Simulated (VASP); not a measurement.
## ZnS (wurtzite): a PBE single-point calculation in VASP

INCAR

```
ISIF = 2
NBANDS = 26
LREAL = .FALSE.
ENCUT = 520
ISMEAR = -1
LCHARG = .TRUE.
GGA = PE
LWAVE = .FALSE.
NELM = 120
IBRION = -1
LASPH = .TRUE.
NSW = 0
SIGMA = 0.02
PREC = Accurate
EDIFF = 1E-7
LELF = .TRUE.
```

KPOINTS

```
KPOINTS created by Atomic Simulation Environment
0
Gamma
12 12 4
0 0 0
```

KPOINTS_OPT

```
special points
6
Reciprocal
0.0000000000 0.0000000000 0.0000000000 1
0.5000000000 0.0000000000 0.0000000000 1
0.3333333333 0.3333333333 0.0000000000 1
0.0000000000 0.0000000000 0.5000000000 1
0.5000000000 0.0000000000 0.5000000000 1
0.3333333333 0.3333333333 0.5000000000 1
```

POSCAR

```
Zn S
 1.0000000000000000
     3.8054508557845126    0.0000000000000000    0.0000000000000000
    -1.9027254278922563    3.2956171139626202   -0.0000000000000000
     0.0000000000000000   -0.0000000000000000    6.2439931108913020
 Zn  S
   2   2
Cartesian
 -0.0000000000000001  2.1970780759750799  0.0021112612961030
  1.9027254278922556  1.0985390379875399  3.1241078167417542
 -0.0000000000000001  2.1970780759750799  2.3393861552881354
  1.9027254278922556  1.0985390379875399  5.4613827107337860
```

VASP ran with the recommended PBE PAW datasets (36 valence electrons in the cell).

Command

```
mpirun -np 1 vasp_std
```

OSZICAR

```
N       E                     dE             d eps       ncg     rms          rms(c)
DAV:   1     0.244207779912E+03    0.24421E+03   -0.17112E+04  2964   0.167E+03
DAV:   2     0.100208758274E+02   -0.23419E+03   -0.22374E+03  3054   0.349E+02
DAV:   3    -0.139488247135E+02   -0.23970E+02   -0.23750E+02  3578   0.111E+02
DAV:   4    -0.145212607400E+02   -0.57244E+00   -0.57131E+00  3424   0.173E+01
DAV:   5    -0.145300811440E+02   -0.88204E-02   -0.88182E-02  3566   0.211E+00    0.990E+00
DAV:   6    -0.136843012230E+02    0.84578E+00   -0.16332E+00  4420   0.371E+01    0.760E+00
DAV:   7    -0.136802471358E+02    0.40541E-02   -0.12480E+00  3140   0.654E+00    0.345E+00
DAV:   8    -0.136734354890E+02    0.68116E-02   -0.35111E-02  3642   0.176E+00    0.980E-01
DAV:   9    -0.136738817223E+02   -0.44623E-03   -0.93882E-03  3988   0.130E+00    0.231E-01
DAV:  10    -0.136740220561E+02   -0.14033E-03   -0.58676E-04  3456   0.332E-01    0.947E-02
DAV:  11    -0.136742373191E+02   -0.21526E-03   -0.33450E-04  3064   0.121E-01    0.552E-02
DAV:  12    -0.136742368106E+02    0.50852E-06   -0.14199E-05  3616   0.410E-02    0.103E-02
DAV:  13    -0.136742399840E+02   -0.31734E-05   -0.51340E-06  3064   0.174E-02    0.242E-03
DAV:  14    -0.136742400565E+02   -0.72526E-07   -0.59166E-07  3608   0.154E-02
   1 F= -.13674240E+02 E0= -.13674240E+02  d E =-.176227E-11
       N       E                     dE             ncg
DAV:   1     0.361588522030E+04   -0.41222E+04      312
DAV:   2     0.221485172854E+04   -0.14010E+04      320
DAV:   3     0.207015718699E+04   -0.14469E+03      354
DAV:   4     0.206641542900E+04   -0.37418E+01      376
DAV:   5     0.206636727868E+04   -0.48150E-01      356
DAV:   6     0.206636619444E+04   -0.10842E-02      352
DAV:   7     0.206636616252E+04   -0.31927E-04      380
DAV:   8     0.206636616150E+04   -0.10192E-05      352
DAV:   9     0.206636616147E+04   -0.30205E-07      268
```

From OUTCAR

```
k-points           NKPTS =     57   k-points in BZ     NKDIM =     57   number of bands    NBANDS=     26

   NELECT =      36.0000    total number of electrons

   dimension x,y,z NGX =    28 NGY =   28 NGZ =   48
   dimension x,y,z NGXF=    56 NGYF=   56 NGZF=   96

  energy-cutoff  :      520.00
  volume of cell :       78.31
      direct lattice vectors                 reciprocal lattice vectors
     3.805450856  0.000000000  0.000000000     0.262780952  0.151716654  0.000000000
    -1.902725428  3.295617114  0.000000000     0.000000000  0.303433307  0.000000000
     0.000000000  0.000000000  6.243993111     0.000000000  0.000000000  0.160153924

 k-points in reciprocal lattice and weights: KPOINTS created by Atomic Simulation Env
   0.00000000  0.00000000  0.00000000       0.002
   0.08333333 -0.00000000  0.00000000       0.010
   0.16666667  0.00000000  0.00000000       0.010
   0.25000000  0.00000000  0.00000000       0.010
   0.33333333 -0.00000000  0.00000000       0.010
   0.41666667 -0.00000000  0.00000000       0.010
   0.50000000  0.00000000  0.00000000       0.005
   0.08333333  0.08333333  0.00000000       0.010
   ...

 E-fermi :   2.6268

 k-point     1 :       0.0000    0.0000    0.0000
  band No.  band energies     occupation
      1     -11.0228      2.00000
      2     -10.0788      2.00000
      3      -4.1785      2.00000
      4      -4.1644      2.00000
      5      -4.1644      2.00000
      6      -4.0813      2.00000
      7      -4.0813      2.00000
      8      -3.7157      2.00000
      9      -3.7157      2.00000
     10      -3.6372      2.00000
     11      -3.6372      2.00000
     12      -3.4840      2.00000
     13      -3.1676      2.00000
     14       1.2990      2.00000
     15       1.2990      2.00000
     16       2.1154      2.00000
     17       2.1975      2.00000
     18       2.1975      2.00000
     19       4.4159      0.00000
     20       5.3096      0.00000
     21       8.5074      0.00000
     22       8.5074      0.00000
     23       8.7645      0.00000
     24       9.8928      0.00000
     25       9.8928      0.00000
     26      11.4755      0.00000

 k-point     2 :       0.0833   -0.0000    0.0000
  band No.  band energies     occupation
      1     -10.9751      2.00000
      2     -10.0518      2.00000
      3      -4.1744      2.00000
      4      -4.1623      2.00000
      5      -4.1548      2.00000
      6      -4.0767      2.00000
      7      -4.0675      2.00000
      8      -3.7221      2.00000
      9      -3.7163      2.00000
     10      -3.6704      2.00000
     11      -3.6349      2.00000
     12      -3.4570      2.00000
     13      -3.0988      2.00000
     14       0.9121      2.00000
     15       1.1854      2.00000
     16       1.7435      2.00000
     17       2.0560      2.00000
     18       2.1378      2.00000
     19       4.8321      0.00000
     20       5.6700      0.00000
     21       8.2702      0.00000
     22       8.6477      0.00000
     23       8.9122      0.00000
     24       9.7581      0.00000
     25      10.1085      0.00000
     26      11.1686      0.00000

 k-point     3 :       0.1667    0.0000    0.0000
  band No.  band energies     occupation
      1     -10.8385      2.00000
      2      -9.9788      2.00000
      3      -4.1787      2.00000
      4      -4.1410      2.00000
      5      -4.1298      2.00000
      6      -4.0575      2.00000
      7      -4.0290      2.00000
      8      -3.7398      2.00000
      9      -3.7148      2.00000
     10      -3.7119      2.00000
     11      -3.6291      2.00000
     12      -3.4263      2.00000
     13      -2.9063      2.00000
     14       0.0759      2.00000
     15       0.8801      2.00000
     16       0.9016      2.00000
     17       1.8681      2.00000
     18       1.9706      2.00000
     19       5.5491      0.00000
     20       6.2568      0.00000
     21       7.9956      0.00000
     22       8.9679      0.00000
     23       9.0040      0.00000
     24       9.8071      0.00000
     25      10.4879      0.00000
     26      10.7042      0.00000

 k-point     4 :       0.2500    0.0000    0.0000
  band No.  band energies     occupation
      1     -10.6332      2.00000
      2      -9.8830      2.00000
      3      -4.1801      2.00000
      4      -4.1142      2.00000
      5      -4.1000      2.00000
      6      -4.0104      2.00000
      7      -3.9743      2.00000
      8      -3.7636      2.00000
      9      -3.7298      2.00000
     10      -3.7047      2.00000
     11      -3.6213      2.00000
     12      -3.3947      2.00000
     13      -2.6553      2.00000
     14      -0.7935      2.00000
     15      -0.0174      2.00000
     16       0.5564      2.00000
     17       1.5504      2.00000
     18       1.7429      2.00000
     19       6.1172      0.00000
     20       6.3059      0.00000
     21       8.0971      0.00000
     22       8.7517      0.00000
     23       9.2010      0.00000
     24      10.1661      0.00000
     25      10.7242      0.00000
     26      11.0636      0.00000

 k-point     5 :       0.3333   -0.0000    0.0000
  band No.  band energies     occupation
      1     -10.3959      2.00000
      2      -9.7998      2.00000
      3      -4.1697      2.00000
      4      -4.0809      2.00000
      5      -4.0764      2.00000
      6      -3.9308      2.00000
      7      -3.9179      2.00000
      8      -3.8003      2.00000
      9      -3.7207      2.00000
     10      -3.6836      2.00000
     11      -3.6122      2.00000
     12      -3.3409      2.00000
     13      -2.5205      2.00000
     14      -1.3880      2.00000
     15      -0.8013      2.00000
     16       0.2425      2.00000
     17       1.1301      2.00000
     18       1.5213      2.00000
     19       6.0789      0.00000
     20       6.3960      0.00000
     21       7.7935      0.00000
     22       8.9418      0.00000
     23       9.2136      0.00000
     24      10.7033      0.00000
     25      10.8687      0.00000
     26      11.9246      0.00000

 k-point     6 :       0.4167   -0.0000    0.0000
  band No.  band energies     occupation
      1     -10.1847      2.00000
      2      -9.7625      2.00000
      3      -4.1586      2.00000
      4      -4.0635      2.00000
      5      -4.0161      2.00000
      6      -3.8767      2.00000
      7      -3.8553      2.00000
      8      -3.8336      2.00000
      9      -3.6768      2.00000
     10      -3.6598      2.00000
     11      -3.6038      2.00000
     12      -3.3332      2.00000
     13      -2.6369      2.00000
     14      -1.6913      2.00000
     15      -1.1515      2.00000
     16       0.0257      2.00000
     17       0.7061      2.00000
     18       1.3636      2.00000
     19       5.9149      0.00000
     20       6.4574      0.00000
     21       7.4408      0.00000
     22       9.1428      0.00000
     23       9.3521      0.00000
     24      10.6778      0.00000
     25      11.2046      0.00000
     26      13.1657      0.00000

 k-point     7 :       0.5000    0.0000    0.0000
  band No.  band energies     occupation
      1     -10.0900      2.00000
      2      -9.7629      2.00000
      3      -4.1554      2.00000
      4      -4.0597      2.00000
      5      -3.9409      2.00000
      6      -3.9167      2.00000
      7      -3.8619      2.00000
      8      -3.7954      2.00000
      9      -3.6490      2.00000
     10      -3.6002      2.00000
     11      -3.5264      2.00000
     12      -3.5059      2.00000
     13      -2.6423      2.00000
     14      -1.9364      2.00000
     15      -1.0921      2.00000
     16      -0.0517      2.00000
     17       0.5007      2.00000
     18       1.3068      2.00000
     19       5.8613      0.00000
     20       6.4569      0.00000
     21       7.3103      0.00000
     22       9.1080      0.00000
     23       9.6092      0.00000
     24      10.5634      0.00000
     25      11.2720      0.00000
     26      13.7334      0.00000

 k-point     8 :       0.0833    0.0833    0.0000
  band No.  band energies     occupation
      1     -10.8829      2.00000
      2     -10.0018      2.00000
      3      -4.1746      2.00000
      4      -4.1472      2.00000
      5      -4.1400      2.00000
      6      -4.0667      2.00000
      7      -4.0401      2.00000
      8      -3.7323      2.00000
      9      -3.7193      2.00000
     10      -3.7012      2.00000
     11      -3.6312      2.00000
     12      -3.4335      2.00000
     13      -2.9673      2.00000
     14       0.3622      2.00000
     15       0.8522      2.00000
     16       1.2306      2.00000
     17       1.9340      2.00000
     18       1.9850      2.00000
     19       5.3759      0.00000
     20       6.1849      0.00000
     21       7.9848      0.00000
     22       8.7950      0.00000
     23       9.1378      0.00000
     24       9.6251      0.00000
     25      10.4911      0.00000
     26      10.8400      0.00000

 ...

  Total        1.1830285      1.1830285      1.1898401      0.0000000      0.0000000      0.0000000
  in kB       24.2047446     24.2047446     24.3441096      0.0000000      0.0000000      0.0000000
  external PRESSURE =      24.2511996 kB  Pullay stress =       0.0000000 kB

 POSITION                                       TOTAL-FORCE (eV/Angst)
 -----------------------------------------------------------------------------------
      0.00000      2.19708      0.00211         0.000000     -0.000000      0.003784
      1.90273      1.09854      3.12411        -0.000000     -0.000000      0.003784
      0.00000      2.19708      2.33939        -0.000000      0.000000     -0.003784
      1.90273      1.09854      5.46138         0.000000     -0.000000     -0.003784
 -----------------------------------------------------------------------------------
    total drift:                               -0.000000     -0.000001      0.000009

  FREE ENERGIE OF THE ION-ELECTRON SYSTEM (eV)
  ---------------------------------------------------
  free  energy   TOTEN  =       -13.6742400565 eV

  energy  without entropy=      -13.6742400565  energy(sigma->0) =      -13.67424006
```

```yaml
gap_between_bands_v_and_c: 2.22 eV
least_direct_gap: 2.22 eV
pressure: 2.4 GPa
```

Band v is the last that the valence electrons fill when counted band by band, and c is the next.

The run took about 1.7 min on one core of a shared host (Intel Xeon Platinum 8488C) and held 0.28 GiB at most.
